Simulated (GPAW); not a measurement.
Be2C:

```
C Be
1.0
     0.00000    2.16500    2.16500
     2.16500    0.00000    2.16500
     2.16500    2.16500    0.00000
C Be
1 2
Direct
  0.00000 0.00000 0.00000
  0.75000 0.75000 0.75000
  0.25000 0.25000 0.25000
```

Base run:

| Property | Result |
| --- | --- |
| Program | GPAW 26.7.0 |
| Functional | PBEsol |
| Potentials or basis | PAW data sets generated in the run's folder for this functional |
| Cutoff | 800 eV |
| Basis | pw |
| k mesh | 11 × 11 × 11 |
| Occupations | fermi-dirac, width 0.05 eV |
| Spin | no spin polarisation |

Its results: band gap on the k mesh 1.16 eV, indirect (least direct gap 4.09 eV); pressure -2.9 GPa.

Task: The run is repeated on the same cell with these changes: functional from PBEsol to LDA; potentials or basis from PAW data sets generated in the run's folder for this functional to the program's PAW data sets (release 1.2.1) made for this functional. What comes out?

Result: Band gap on the k mesh 1.28 eV, indirect (least direct gap 3.99 eV); pressure -6.4 GPa.

Caveats: an odd mesh through Γ misses points on the zone boundary, where band edges often lie (some runs); the mesh misses the band edges, which the band path finds closer together (some runs).
